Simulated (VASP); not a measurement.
# InP (F-43m) in VASP: settings compared

Aim: see how the results for InP move with the level of theory and the settings. Levels: LDA, PBE+D3(BJ). Tasks: single point.

Program: VASP 6.6.1. These are calculated values, not measurements. Logs are shortened: lines on timing, memory, paths and dates and some standing lists are left out, and cuts for length are marked.

**Measured values to compare with.**

From a printed reference work, data compilation, for a bulk crystal of InP at 1.6 K: band gap 1.4236 eV (direct).

How close the calculation comes is told below.

### Step 1. The cell of the first run

Symmetry: F-43m, No. 216, cubic system. Conventional cell: a = 5.861 Å, b = 5.861 Å, c = 5.861 Å, α = 90.00°, β = 90.00°, γ = 90.00°. Within 3.3 Å of In (site symmetry -43m) lie 4 P at 2.54 Å. Within 3.3 Å of P (site symmetry -43m) lie 4 In at 2.54 Å.

### Step 2. Single point, LDA

Contents of INCAR:

```
PREC = Accurate
ENCUT = 520
EDIFF = 1E-6
ISMEAR = -1
SIGMA = 0.05
LREAL = F
LASPH = T
NELM = 100
ALGO = Normal
ISIF = 2
LWAVE = F
LCHARG = F
GGA = CA
NBANDS = 16
```

Contents of KPOINTS:

```
Automatic mesh
0
Gamma
  8 8 8
```

Contents of POSCAR:

```
InP
1.0
    0.0000000000      2.9305000000      2.9305000000
    2.9305000000      0.0000000000      2.9305000000
    2.9305000000      2.9305000000      0.0000000000
In P
1 1
Direct
    0.0000000000      0.0000000000      0.0000000000
    0.7500000000      0.7500000000      0.7500000000
```

Potentials or basis: VASP PAW LDA potentials, release 64 (In_d, P).

The run is started by

```
> cat potpaw_LDA.64/In_d/POTCAR potpaw_LDA.64/P/POTCAR > POTCAR
> mpirun -np 1 vasp_std > vasp.out
```

OUTCAR:

```text
PREC = Accurate
   ENCUT = 520
   EDIFF = 1E-6
   ISMEAR = -1
   LREAL = F
   LASPH = T
   NELM = 100
   ISIF = 2
   GGA = CA

 ion  position               nearest neighbor table
   1  0.000  0.000  0.000-   2 2.54   2 2.54   2 2.54   2 2.54
   2  0.750  0.750  0.750-   1 2.54   1 2.54   1 2.54   1 2.54

  LATTYP: Found a face centered cubic cell.
 ALAT       =     5.8610000000

  Lattice vectors:

 A1 = (   0.0000000000,   2.9305000000,   2.9305000000)
 A2 = (   2.9305000000,   0.0000000000,   2.9305000000)
 A3 = (   2.9305000000,   2.9305000000,   0.0000000000)

Analysis of symmetry for initial positions (statically):
=====================================================================
 Subroutine PRICEL returns:
 Original cell was already a primitive cell.

 Routine SETGRP: Setting up the symmetry group for a
 face centered cubic supercell.

 Subroutine GETGRP returns: Found 24 space group operations
 (whereof 24 operations were pure point group operations)
 out of a pool of 48 trial point group operations.

The static configuration has the point symmetry T_d .

Analysis of symmetry for dynamics (positions and initial velocities):
=====================================================================
 Subroutine PRICEL returns:
 Original cell was already a primitive cell.

 Routine SETGRP: Setting up the symmetry group for a
 face centered cubic supercell.

 Subroutine GETGRP returns: Found 24 space group operations
 (whereof 24 operations were pure point group operations)
 out of a pool of 48 trial point group operations.

The dynamic configuration has the point symmetry T_d .

 Subroutine INISYM returns: Found 24 space group operations
 (whereof 24 operations are pure point group operations),
 and found     1 'primitive' translations

----------------------------------------------------------------------------------------

                                     Primitive cell

  volume of cell :      50.3333

  direct lattice vectors                    reciprocal lattice vectors
     0.000000000  2.930500000  2.930500000    -0.170619348  0.170619348  0.170619348
     2.930500000  0.000000000  2.930500000     0.170619348 -0.170619348  0.170619348
     2.930500000  2.930500000  0.000000000     0.170619348  0.170619348 -0.170619348

  length of vectors
     4.144352845  4.144352845  4.144352845     0.295521380  0.295521380  0.295521380

  position of ions in fractional coordinates (direct lattice)
     0.000000000  0.000000000  0.000000000
     0.750000000  0.750000000  0.750000000

  ion indices of the primitive-cell ions
   primitive index   ion index
                 1           1
                 2           2

----------------------------------------------------------------------------------------

 KPOINTS: Automatic mesh

Automatic generation of k-mesh.
 Grid dimensions read from file:
 generate k-points for:    8    8    8

 Generating k-lattice:

  Cartesian coordinates                     Fractional coordinates (reciprocal lattice)
    -0.021327419  0.021327419  0.021327419     0.125000000  0.000000000  0.000000000
     0.021327419 -0.021327419  0.021327419     0.000000000  0.125000000  0.000000000
     0.021327419  0.021327419 -0.021327419     0.000000000  0.000000000  0.125000000

  Length of vectors
     0.036940172  0.036940172  0.036940172

  Shift w.r.t. Gamma in fractional coordinates (k-lattice)
     0.000000000  0.000000000  0.000000000

 Subroutine IBZKPT returns following result:
 ===========================================

 Found     29 irreducible k-points:

 Following reciprocal coordinates:
            Coordinates               Weight
  0.000000  0.000000  0.000000      1.000000
  0.125000  0.000000  0.000000      8.000000
  0.250000  0.000000  0.000000      8.000000
  0.375000  0.000000  0.000000      8.000000
  0.500000  0.000000  0.000000      4.000000
  0.125000  0.125000  0.000000      6.000000
[... 16 lines left out ...]
  0.500000  0.250000  0.125000     48.000000
 -0.375000  0.250000  0.125000     24.000000
 [... further k-points ...]
   k-points           NKPTS =     29   k-points in BZ     NKDIM =     29   number of bands    NBANDS=     16
   number of dos      NEDOS =    301   number of ions     NIONS =      2
   total plane-waves  NPLWV =  32768
   dimension x,y,z NGX =    32 NGY =   32 NGZ =   32
   dimension x,y,z NGXF=    64 NGYF=   64 NGZF=   64
   ions per type =               1   1
   NGX,Y,Z   is equivalent  to a cutoff of  12.84, 12.84, 12.84 a.u.
   NGXF,Y,Z  is equivalent  to a cutoff of  25.67, 25.67, 25.67 a.u.
 SYSTEM =  unknown system
   PREC   = accura    normal or accurate (medium, high low for compatibility)
   ISTART =      0    job   : 0-new  1-cont  2-samecut
   ICHARG =      2    charge: 1-file 2-atom 10-const
   ISPIN  =      1    spin polarized calculation?
   LNONCOLLINEAR =      F non collinear calculations
   LSORBIT =      F    spin-orbit coupling
   LASPH  =      T    aspherical Exc in radial PAW
   ENCUT  =  520.0 eV  38.22 Ry    6.18 a.u.   7.71  7.71  7.71*2*pi/ulx,y,z
   NELM   =    100;   NELMIN=  2; NELMDL= -5     # of ELM steps
   EDIFF  = 0.1E-05   stopping-criterion for ELM
   LREAL  =      F    real-space projection
   EDIFFG = 0.1E-04   stopping-criterion for IOM
   NSW    =      0    number of steps for IOM
   IBRION =     -1    ionic relax: 0-MD 1-quasi-New 2-CG
   NFREE  =      0    steps in history (QN), initial steepest desc. (CG)
   ISIF   =      2    stress and relaxation
   ISYM   =      2    0-nonsym 1-usesym 2-fastsym
   POTIM  = 0.5000    time-step for ionic-motion
   TEBEG  =    0.0;   TEEND  =   0.0 temperature during run
   PSTRESS=    0.0 pullay stress
   NELECT =      18.0000    total number of electrons
   NUPDOWN=      -1.0000    fix difference up-down
   EMIN   =  10.00;   EMAX   =-10.00  energy-range for DOS
   EFERMI =   0.00;   METHOD = LEGACY
   ISMEAR =    -1;   SIGMA  =   0.05  broadening in eV -4-tet -1-fermi 0-gaus
   EFERMI_NEDOS =   21; number of points for ismear=-14 and -15
   IALGO  =     38    algorithm
   IMIX   =      4    mixing-type and parameters
     AMIX     =   0.40;   BMIX     =  1.00
     AMIX_MAG =   1.60;   BMIX_MAG =  1.00
  volume/ion in A,a.u.               =      25.17       169.83
  Fermi-wavevector in a.u.,A,eV,Ry     =   1.162021  2.195901 18.371846  1.350293
  Thomas-Fermi vector in A             =   2.298587
   LORBIT       =      0    0 simple, 1 ext, 2 COOP (PROOUT), +10 PAW based schemes
   GGA     = CA    functional components
   LHFCALC =     F    Hartree Fock is set to
   AEXX    =    0.0000 exact exchange contribution
   IVDW    =     0    specifies the selected vdW correction
   LEPSILON=     F    determine dielectric tensor
   LRPA    =     F    only Hartree local field effects (RPA)
 non-spin polarized calculation
  energy-cutoff  :      520.00
  volume of cell :       50.33
 maximum number of plane-waves:      1380
   NGX = 15   NGY = 15   NGZ = 15

 number of electron      18.0000005 magnetization

 Free energy of the ion-electron system (eV)
  ---------------------------------------------------
  ext. energy  EPLUGINS =         0.00000000
  ---------------------------------------------------
  free energy    TOTEN  =        -9.66916938 eV

  energy without entropy =       -9.66914153  energy(sigma->0) =       -9.66915545

 E-fermi :   5.2955     XC(G=0):  -9.6107

 val. band max:        5.0092052528   @ k =   0.0000   0.0000   0.0000
 cond. band min:       5.5195238350   @ k =   0.0000   0.0000   0.0000
 fundamental gap:      0.5103185822
 Fermi energy:         5.2954818594

 k-point     1 :       0.0000    0.0000    0.0000
  band No.  band energies     occupation
      1      -9.1780      2.00000
      2      -9.1780      2.00000
      3      -9.1780      2.00000
      4      -9.0230      2.00000
      5      -9.0230      2.00000
      6      -6.5362      2.00000
[... 8 lines left out ...]
     15      14.4593      0.00000
     16      14.4593      0.00000

 k-point     2 :       0.1250    0.0000    0.0000
  band No.  band energies     occupation
      1      -9.1969      2.00000
      2      -9.1704      2.00000
      3      -9.1704      2.00000
      4      -9.0229      2.00000
      5      -9.0229      2.00000
      6      -6.3563      2.00000
[... 8 lines left out ...]
     15      13.7732      0.00000
     16      14.0916      0.00000

 k-point     3 :       0.2500    0.0000    0.0000
  band No.  band energies     occupation
      1      -9.2402      2.00000
      2      -9.1543      2.00000
      3      -9.1543      2.00000
      4      -9.0204      2.00000
      5      -9.0204      2.00000
      6      -5.8525      2.00000
[... 8 lines left out ...]
     15      13.5354      0.00000
     16      13.9018      0.00000

 k-point     4 :       0.3750    0.0000    0.0000
  band No.  band energies     occupation
      1      -9.2808      2.00000
      2      -9.1422      2.00000
      3      -9.1422      2.00000
      4      -9.0137      2.00000
      5      -9.0137      2.00000
      6      -5.1739      2.00000
[... 8 lines left out ...]
     15      14.4641      0.00000
     16      14.4641      0.00000
[... 324 lines left out ...]
 k-point    22 :       0.3750    0.2500    0.1250
  band No.  band energies     occupation
      1      -9.2780      2.00000
      2      -9.1349      2.00000
      3      -9.1283      2.00000
      4      -9.0389      2.00000
      5      -9.0076      2.00000
      6      -5.4334      2.00000
[... 8 lines left out ...]
     15      15.1358      0.00000
     16      16.4661      0.00000

 k-point    23 :       0.5000    0.2500    0.1250
  band No.  band energies     occupation
      1      -9.3015      2.00000
      2      -9.1297      2.00000
      3      -9.1135      2.00000
      4      -9.0350      2.00000
      5      -9.0074      2.00000
      6      -4.8100      2.00000
[... 8 lines left out ...]
     15      15.7015      0.00000
     16      16.3238      0.00000

 k-point    24 :      -0.3750    0.2500    0.1250
  band No.  band energies     occupation
      1      -9.3101      2.00000
      2      -9.1292      2.00000
      3      -9.1084      2.00000
      4      -9.0290      2.00000
      5      -9.0100      2.00000
      6      -4.4589      2.00000
[... 8 lines left out ...]
     15      15.5777      0.00000
     16      16.2452      0.00000

 [... further k-points ...]

------------------------ aborting loop because EDIFF is reached ----------------------------------------

  FORCE on cell =-STRESS in cart. coord.  units (eV):
  Direction    XX          YY          ZZ          XY          YZ          ZX
  --------------------------------------------------------------------------------------
  -------------------------------------------------------------------------------------
  Total       -0.3746787     -0.3746787     -0.3746787     -0.0000000     -0.0000000     -0.0000000
  in kB      -11.9265381    -11.9265381    -11.9265381     -0.0000000     -0.0000000     -0.0000000
  external PRESSURE =     -11.9265381 kB  Pullay stress =       0.0000000 kB

 VOLUME and BASIS-vectors are now :
 -----------------------------------------------------------------------------
  energy-cutoff  :      520.00
  volume of cell :       50.33
      direct lattice vectors                 reciprocal lattice vectors
     0.000000000  2.930500000  2.930500000    -0.170619348  0.170619348  0.170619348
     2.930500000  0.000000000  2.930500000     0.170619348 -0.170619348  0.170619348
     2.930500000  2.930500000  0.000000000     0.170619348  0.170619348 -0.170619348

 POSITION                                       TOTAL-FORCE (eV/Angst)
 -----------------------------------------------------------------------------------
      0.00000      0.00000      0.00000        -0.000000     -0.000000     -0.000000
      4.39575      4.39575      4.39575         0.000000      0.000000      0.000000
 -----------------------------------------------------------------------------------
    total drift:                                0.000000      0.000000      0.000000

  FREE ENERGIE OF THE ION-ELECTRON SYSTEM (eV)
  ---------------------------------------------------
  free  energy   TOTEN  =        -9.6691693800 eV

  energy  without entropy=       -9.6691415262  energy(sigma->0) =       -9.66915545
```

Wall time 12 s (1 thread of Intel Xeon 6975P-C (Granite Rapids), shared host); peak memory 0.16 GiB.

Results:

| Quantity | Value |
| --- | --- |
| Free energy | -9.6692 eV |
| Pressure | -1.2 GPa |
| Band gap on the k mesh | 0.51 eV, direct |

Caveat: spin-orbit coupling is left out, which moves the levels of the heavy elements.

### Step 3. Single point, PBE+D3(BJ)

This run uses another cell than the first one, of 25.59 Å³/atom, 1.017 times its volume.

Contents of INCAR:

```
SYSTEM = InP
  PREC = Accurate
  ENCUT = 520
  EDIFF = 1E-6
  ISMEAR = -1
  SIGMA = 0.05
  LREAL = .FALSE.
  LASPH = .TRUE.
  NELM = 80
  ALGO = Normal
  ISIF = 2
  LWAVE = .FALSE.
  LCHARG = .TRUE.
  GGA = PE
  IVDW = 12
  LELF = .TRUE.
  LVHAR = .TRUE.
  NBANDS = 16
```

Contents of KPOINTS:

```
regular mesh
0
G
  8 8 8
  0 0 0
```

Contents of POSCAR:

```
InP
1.0
    0.0000000000      2.9467981685      2.9467981685
    2.9467981685      0.0000000000      2.9467981685
    2.9467981685      2.9467981685      0.0000000000
In P
1 1
Direct
    0.0000000000      0.0000000000      0.0000000000
    0.7500000000      0.7500000000      0.7500000000
```

Potentials or basis: VASP PAW PBE potentials, release 64 (In_d, P).

The run is started by

```
> cat potpaw_PBE.64/In_d/POTCAR potpaw_PBE.64/P/POTCAR > POTCAR
> mpirun -np 1 vasp_std > vasp.out
```

Wall time 15 s (1 thread of Intel Xeon 6975P-C (Granite Rapids), shared host); peak memory 0.18 GiB.

It converged, with:

| Item | Value |
| --- | --- |
| Free energy | -9.0110 eV |
| Pressure | -0.1 GPa |
| Band gap on the k mesh | 0.62 eV, direct |
| Dispersion energy per atom | -0.308 eV |

Levels at points of the mesh, in eV from the valence-band top:
| k point | band 6 | band 7 | band 8 | band 9 | band 10 | band 11 | band 12 | band 13 |
| --- | --- | --- | --- | --- | --- | --- | --- | --- |
| (0.00, 0.00, 0.00) | -11.40 | 0.00 | 0.00 | 0.00 | 0.62 | 4.09 | 4.09 | 4.09 |
| (0.50, 0.00, 0.00) | -9.73 | -5.64 | -0.95 | -0.95 | 1.46 | 4.81 | 4.81 | 7.07 |
| (0.50, 0.50, 0.00) | -9.10 | -5.68 | -2.26 | -2.26 | 1.79 | 2.27 | 9.11 | 9.48 |

Caveat: spin-orbit coupling is left out, which moves the levels of the heavy elements.

### Step 4. Against experiment

Step 2. Measured gap of InP: 1.4236 eV (direct; 1.6 K; a printed reference work, data compilation). This calculation gives 0.51 eV (-0.91 eV). Spin-orbit coupling on In is left out. The value is that of LDA, without temperature or zero-point motion. Semilocal functionals fall short of measured gaps as a rule.

Step 3. Measured gap of InP: 1.4236 eV (direct; 1.6 K; a printed reference work, data compilation). This calculation gives 0.62 eV (-0.80 eV). Spin-orbit coupling on In is left out. The value is that of PBE+D3(BJ), without temperature or zero-point motion. Semilocal functionals fall short of measured gaps as a rule.
